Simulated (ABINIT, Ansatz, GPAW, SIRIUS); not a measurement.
# Co: net moment per atom by level of theory

Symmetry: P6_3/mmc, No. 194, hexagonal system. Conventional cell: a = 2.472 Å, b = 2.472 Å, c = 4.021 Å, α = 90.00°, β = 90.00°, γ = 120.00°. Around Co (site symmetry -6m2) lie 12 Co at 2.47 Å.

| rung | level | program and potentials | cutoff (eV) | k mesh | smearing | task | core time | chip | net moment per atom (μB) | notes |
| --- | --- | --- | --- | --- | --- | --- | --- | --- | --- | --- |
| GGA | PBE | SIRIUS, PseudoDojo 0.4.1 PBE standard (scalar relativistic) | 1307 | 5 × 5 × 3 | fermi-dirac 0.05 | single point | 14 s | Intel Xeon Platinum 8488C Sapphire Rapids | 1.77 | coarse mesh; 17 valence electrons an atom on average |
| GGA | WC | SIRIUS, PseudoDojo 0.4.1 PBE standard (scalar relativistic) | 1307 | 5 × 5 × 3 | fermi-dirac 0.05 | single point | 16 s | Intel Xeon Platinum 8488C Sapphire Rapids | 1.75 | coarse mesh; potentials made for PBE; 17 valence electrons an atom on average |
| GGA + U (2 eV) | PBEsol+U (Co d U = 2 eV) | GPAW, PAW data sets generated for this functional | 600 | 10 × 10 × 6 | fermi-dirac 0.05 | band structure | 36 s | Intel Xeon 6975P-C Granite Rapids | 1.75 | 9 valence electrons an atom on average |
| LDA | LDA | Ansatz, all-electron LAPW, scalar-relativistic | - | 12 × 12 × 7 | fermi-dirac 0.05 | band structure | 39 s | Arm Neoverse V2 | 1.55 | - |
| GGA | PBE | SIRIUS, all-electron FP-LAPW (ZORA valence), apw+lo standard | - | 12 × 12 × 7 | fermi-dirac 0.05 | band structure | 56 s | Intel Xeon 6975P-C Granite Rapids | 1.59 | - |
| GGA + U (6 eV) | PBEsol+U (Co d U = 6 eV) | GPAW, PAW data sets generated for this functional | 600 | 10 × 10 × 6 | fermi-dirac 0.05 | band structure | 66 s | Intel Xeon 6975P-C Granite Rapids | 2.06 | 9 valence electrons an atom on average |
| GGA + U (8 eV) | PBEsol+U (Co d U = 8 eV) | GPAW, PAW data sets generated for this functional | 600 | 10 × 10 × 6 | fermi-dirac 0.05 | band structure | 79 s | Intel Xeon 6975P-C Granite Rapids | 2.15 | 9 valence electrons an atom on average |
| GGA | PBEsol | ABINIT, JTH PAW PBE v2.0 | 707 | 12 × 12 × 7 | fermi-dirac 0.05 | single point | 1.9 min | AMD EPYC 7R43 Zen 3 | 1.60 | potentials made for PBE; 17 valence electrons an atom on average |

Times are single runs on shared hosts and different chips, so they are rough; meshes, cutoffs and the tasks' sizes weigh on the time. All rows: collinear spin, ferromagnetic start. Smearing widths are in eV. The cell comes from a database and isn't always the measured one. For a metal such meshes aren't converged. Meshes differ between rows, which moves values too. Meshes are those of the run's cell of 2 atoms unless a note names another. A magnetic state is the one that its parallel start led to; the crystal's real order can differ. Runs on faulty files, with rough fits or with known faults for this quantity aren't shown. No row holds spin-orbit coupling.

By rung: LDA 1.55; GGA + U (2 eV) 1.75; GGA 1.59 to 1.60; GGA + U (6 eV) 2.06; GGA + U (8 eV) 2.15; GGA on coarse meshes 1.75 to 1.77 (μB).
